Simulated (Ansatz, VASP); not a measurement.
# Hf: VASP beside Ansatz

```xyz
2
Lattice="3.1967 0.0000 0.0000 -1.5983 2.7684 0.0000 0.0000 0.0000 5.0578" Properties=species:S:1:pos:R:3 pbc="T T T"
Hf    1.5984    0.9228    3.7934
Hf    0.0000    1.8456    1.2645
```

Alike in both runs: task band structure; functional revPBE; k mesh 10 × 10 × 5; occupations fermi-dirac, width 0.05 eV; no spin polarisation.

|  | VASP | Ansatz |
| --- | --- | --- |
| version | VASP 6.6.1 | Ansatz 0.2.0 |
| potentials or method | VASP PAW PBE potentials, release 64 (Hf_pv) | Ansatz PAW |
| plane-wave cutoff (eV) | 520 | 420 |
| valence electrons in the cell | 20 | 52 |

Ansatz gave:

| Item | Value |
| --- | --- |
| gap on the k mesh at the Fermi level (eV) | none |
| pressure (GPa) | 2.7 |
| largest component of the traceless stress (GPa) | 0.23 |

Q: What did VASP give for the same quantities?

A: gap on the k mesh at the Fermi level (eV): none; pressure (GPa): 2.2; largest component of the traceless stress (GPa): 0.29.

A gap of «none» marks a metal or a gap that the smearing closes. The functional is the same, so the differences come from potentials, cutoffs and numerics. The two sets of potentials don't hold the same shells in valence.

Caveats: spin-orbit coupling is left out, which moves the levels of the heavy elements; the PAW data sets were made with another functional, which shifts forces and pressure a little (VASP); the PAW data sets come from PBE, with cores solved anew for the run's functional, which leaves a small shift of forces and pressure (Ansatz).
